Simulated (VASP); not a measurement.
# Transverse optical phonon and band gap of InP under hydrostatic pressure from −3.66 to 9.57 GPa at LDA

An InP-based laser or detector changes its working wavelength when the crystal is squeezed, and the Raman line of the same crystal is used to read the stress. Both uses rest on a pressure coefficient, which is a single number only as long as the response is a straight line. I therefore follow the zone-centre T2 mode and the Kohn-Sham gap of zinc-blende InP through eight volumes at LDA, from expanded to compressed cells. Changes are counted from the row V/V0 = 1, the relaxed LDA cell at practically zero pressure. One measured Raman frequency is available for comparison, at zero pressure.

## Systems and settings

One crystal, InP, at LDA: relaxed at zero pressure to V0 = 24.738 Å³ per atom, then scaled in volume with shape and atoms relaxed at each volume inside the space group. Program: VASP 6.6.1, plane waves and PAW (data sets made for LDA of release 64), scalar-relativistic without spin-orbit coupling, no spin polarisation. Cutoff 500 eV; on the k meshes the divisions times the cell-vector length are 23 Å or more. Occupations: Gaussian smearing of 0.03 eV. The coarsest mesh (23 Å) is coarse for metals and narrow gaps. Harmonic zone-centre modes at natural masses by linear response on k meshes of 12×12×12, no LO-TO term.

Notes on method and selection:

- Semilocal functionals put Kohn-Sham gaps below measured gaps.
- Spin-orbit coupling is left out; with In it shifts bands and can change the tabled values.
- LDA cells are as a rule a few per cent too small in volume, so zero pressure here is not the measured volume.
- Negative pressure stands for expanded cells, as under thermal expansion or tension; some phases are not stable over the whole range.
- The mode Grüneisen parameter is γ = (B0/ω0)·dω/dP at zero pressure.
- Pressure against volume is the equation of state; its slope gives the bulk modulus B0 = −dP/d ln V.
- A measured value is attached only where its sources agree among themselves; tables made before the last selection also left out values far from the computed one, as likely another phase or mode.
- Two zone-centre modes at most are shown, picked by rule: the highest of even parity (or the highest of all, or E2 and E1 in wurtzite-type cells) and a low one; B1g of an hcp metal is silent in Raman and infrared spectra.
- Runs that did not converge, have known faults or may not be shown are not listed, and runs on Ansatz's PAW sets soft_1 and soft_2 are kept to separate tables.

Columns:

- pressure (GPa): pressure from the stress tensor, compression positive.
- volume (Å³): volume per atom.
- T2 mode (cm⁻¹): zone-centre mode of symmetry T2, without the macroscopic field; negative means imaginary.
- gap (eV): Kohn-Sham gap on the k mesh of the relaxation, zero where the bands overlap.

Input lines of one member:

```
PREC = Accurate
ENCUT = 500
EDIFF = 1E-07
NELM = 100
ISMEAR = 0
SIGMA = 0.03
LREAL = .FALSE.
ALGO = Normal
GGA = CA
NBANDS = 15
LORBIT = 11
IBRION = 2
NSW = 50
ISIF = 4
EDIFFG = -0.003
```

Command (options for logging and memory left out): `vasp_std`

## Numbers

| member | pressure (GPa) | volume (Å³) | T2 mode (cm⁻¹) | gap (eV) |
| --- | --- | --- | --- | --- |
| V/V0 = 1.06 | −3.66 | 26.223 | 280.5 | 0.284 |
| V/V0 = 1.04 | −2.58 | 25.728 | 287.6 | 0.387 |
| V/V0 = 1.02 | −1.37 | 25.233 | 295.4 | 0.493 |
| V/V0 = 1 | −0.02 | 24.738 | 303.0 | 0.600 |
| V/V0 = 0.98 | 1.50 | 24.244 | 311.0 | 0.710 |
| V/V0 = 0.96 | 3.19 | 23.749 | 319.4 | 0.821 |
| V/V0 = 0.92 | 7.21 | 22.759 | 337.0 | 1.047 |
| V/V0 = 0.9 | 9.57 | 22.265 | 346.5 | 1.161 |

Least-squares fits to the whole series, with x = pressure (GPa); R² and errors in the fitted variable (y, or ln y where the fit is in ln y):

| y | members | fit | R² | rms residual | leave-one-out rms | the same for the mean of the others |
| --- | --- | --- | --- | --- | --- | --- |
| T2 mode (cm⁻¹) | 8 | y = 302.85 + 5.6046 x − 0.11238 x² | 1.00 | 0.29 | 0.65 | 25 |
| gap (eV) | 8 | y = 0.5980 + 0.07717 x − 0.001960 x² | 1.00 | 0.0038 | 0.0088 | 0.33 |

## The trend and its physics

Both quantities rise with every step of compression, the mode from 280.5 to 346.5 cm⁻¹ and the gap from 0.284 to 1.161 eV. Both also bend. Between the two most expanded rows the gap gains 0.103 / 1.08 = 0.095 eV/GPa, between the two most compressed only 0.114 / 2.36 = 0.048 eV/GPa. For the mode the same pairs give 7.1 / 1.08 = 6.6 and 9.5 / 2.36 = 4.0 cm⁻¹/GPa.

The simplest model starts from the symmetry, which leaves the bond length as the only thing that pressure can change, so volume is the natural variable.

First, I assume that equal relative changes of volume shift the gap by equal amounts, dE = −a d ln V. Integrated from V0, this gives E = E0 + a ln(V0/V).

Second, I assume that equal relative changes of volume change the frequency by equal fractions, d ln ω = −γ d ln V. This gives ω = ω0 (V0/V)^γ, where γ is the mode Grüneisen parameter.

Third, pressure enters through the bulk modulus, d ln V = −dP/B. The slopes against pressure are then dE/dP = a/B and dω/dP = γω/B.

A straight line for the gap thus needs a constant B, and the crystal does not provide one. From the volumes, B is 1.08 / ln(26.223 / 25.728) = 57 GPa at the expanded end and 2.36 / ln(22.759 / 22.265) = 108 GPa at the compressed end. It nearly doubles while the slope of the gap halves, so the bend comes almost wholly from the stiffening of the crystal. The mode bends less because ω itself grows in the numerator.

The signs of a and γ follow from the bonding. In the usual picture the conduction-band edge at the zone centre is an antibonding s state and the valence-band edge a bonding p state, so a shorter bond drives them apart. The shorter bond is also stiffer, while the masses stay the same.

## The model against the table

I fix the two constants on the rows V/V0 = 1 and V/V0 = 0.96, for which ln(24.738 / 23.749) = 0.0408:

a = (0.821 − 0.600) / ln(24.738 / 23.749) = 0.221 / 0.0408 = 5.417 eV

γ = ln(319.4 / 303.0) / 0.0408 = 0.0527 / 0.0408 = 1.292

Four of the other rows serve as the test, from their volumes alone.

For V/V0 = 1.06, ln(24.738 / 26.223) = −0.0583. The gap is 0.600 − 5.417 × 0.0583 = 0.284 eV, as in the table. The mode is 303.0 × (24.738 / 26.223)^1.292 = 281.0 cm⁻¹ against 280.5, a miss of +0.5.

For V/V0 = 1.02, ln(24.738 / 25.233) = −0.0198. The gap is 0.600 − 5.417 × 0.0198 = 0.493 eV, again as in the table. The mode is 303.0 × (24.738 / 25.233)^1.292 = 295.3 cm⁻¹ against 295.4, a miss of −0.1.

For V/V0 = 0.92, ln(24.738 / 22.759) = 0.0834. The gap is 0.600 + 5.417 × 0.0834 = 1.052 eV against 1.047, a miss of +0.005. The mode is 303.0 × (24.738 / 22.759)^1.292 = 337.5 cm⁻¹ against 337.0, a miss of +0.5.

For V/V0 = 0.9, ln(24.738 / 22.265) = 0.1053. The gap is 0.600 + 5.417 × 0.1053 = 1.170 eV against 1.161, a miss of +0.009. The mode is 303.0 × (24.738 / 22.265)^1.292 = 347.2 cm⁻¹ against 346.5, a miss of +0.7.

## Members off the line

Largest departures from the fit to the whole series:

| member | T2 mode (cm⁻¹) | fit | computed − fit | in rms residuals |
| --- | --- | --- | --- | --- |
| V/V0 = 1.02 | 295.4 | 295.0 | +0.4 | 1.5 |
| V/V0 = 0.92 | 337.0 | 337.4 | −0.4 | 1.4 |
| V/V0 = 1.06 | 280.5 | 280.8 | −0.3 | 1.1 |
| V/V0 = 0.9 | 346.5 | 346.2 | +0.3 | 1.1 |

The volume law misses most at V/V0 = 0.9, where it is 0.009 eV too high for the gap. It is already 0.005 eV too high at V/V0 = 0.92, while the expanded rows are met, so the assumption of a constant a is what gives way: a falls slightly under strong compression. For the mode the excess of 0.5 to 0.7 cm⁻¹ at both ends is small, though somewhat more than the unevenness of the series, whose successive 2 % steps from the expanded end are 7.1, 7.8, 7.6, 8.0 and 8.4 cm⁻¹. The excess would fit a γ that falls slightly under compression, but it is too small to establish one.

The straight line in pressure fails far more strongly. Its slopes, taken from the rows V/V0 = 1.02 and 0.98, are (0.710 − 0.493) / 2.87 = 0.0756 eV/GPa and (311.0 − 295.4) / 2.87 = 5.44 cm⁻¹/GPa. At 9.57 GPa it gives 0.600 + 0.0756 × 9.59 = 1.325 eV, too high by 1.325 − 1.161 = 0.164 eV, and 303.0 + 5.44 × 9.59 = 355.2 cm⁻¹, too high by 355.2 − 346.5 = 8.7 cm⁻¹. At −3.66 GPa it gives 0.600 − 0.0756 × 3.64 = 0.325 eV and 303.0 − 5.44 × 3.64 = 283.2 cm⁻¹, again too high, by 0.325 − 0.284 = 0.041 eV and 283.2 − 280.5 = 2.7 cm⁻¹. The failing assumption here is the constant bulk modulus.

## Checking against experiment

| member | quantity | measured | computed | computed − measured | conditions | source |
| --- | --- | --- | --- | --- | --- | --- |
| V/V0 = 1 | T2 mode (cm⁻¹) | 306.9 ± 0.3 | 303.0 | −3.9 (−1.3 %) | TO mode, undeformed crystal; TO mode is forbidden in backscattering from a (001) surface; seen as a normally weak line | [1] |

Sources:

[1] "Effect of the Indentation Load on the Raman Spectra of the InP Crystal" (2022, PubMed Central 9331096)

The one comparison is the transverse optical mode at zero pressure, computed at 303.0 cm⁻¹ and measured at 306.9, a difference of −3.9 cm⁻¹ or −1.3 %. That is a normal error for LDA.

The too small LDA cell does not explain the sign. A larger cell lowers the frequency, by about 303.0 × 1.292 × 0.01 = 3.9 cm⁻¹ for each per cent of volume, so at the measured volume the shortfall would grow. Temperature, which the printed conditions do not give, works the same way, since warming normally softens this mode and the calculation is harmonic. LDA may make the bond slightly too soft at a given length, or the measured position may be somewhat high. The line is forbidden in the backscattering geometry used and appears only weakly, and a small calibration offset would matter at this level. Residual compression is a less likely cause, because it would have to reach 3.9 / 5.44 = 0.7 GPa in a crystal described as undeformed.

The pressure dependence of the mode and the gap are not compared with experiment here. For the gap, LDA generally does better on the change with pressure than on the value itself, because most of its error shifts little with volume.

## What to take away

A straight line in pressure serves for the rows from −2.58 to 3.19 GPa, within about 0.02 eV and 1.5 cm⁻¹. Over the whole series the logarithm of the volume is the better variable, and for a pressure between the rows the printed quadratic fits are good enough.

The largest error in the tabled values is that of the gap itself: LDA makes it too small by an amount of the order of half to one eV (rough), comparable with the whole spread of 1.161 − 0.284 = 0.877 eV. Spin-orbit coupling would raise the valence-band edge and narrow the gap further, but by much less. The missing macroscopic field leaves the tabled transverse mode as it is; it would lift only the longitudinal mode, by some tens of cm⁻¹ (rough). Real InP also leaves the zinc-blende structure for a rock-salt type near the upper end of this pressure range.

[Logs are printed without paths, hosts, clocks, repeated set-up lines and the standing remarks that a program may print on its own settings, such as how far it seeks lower states.]
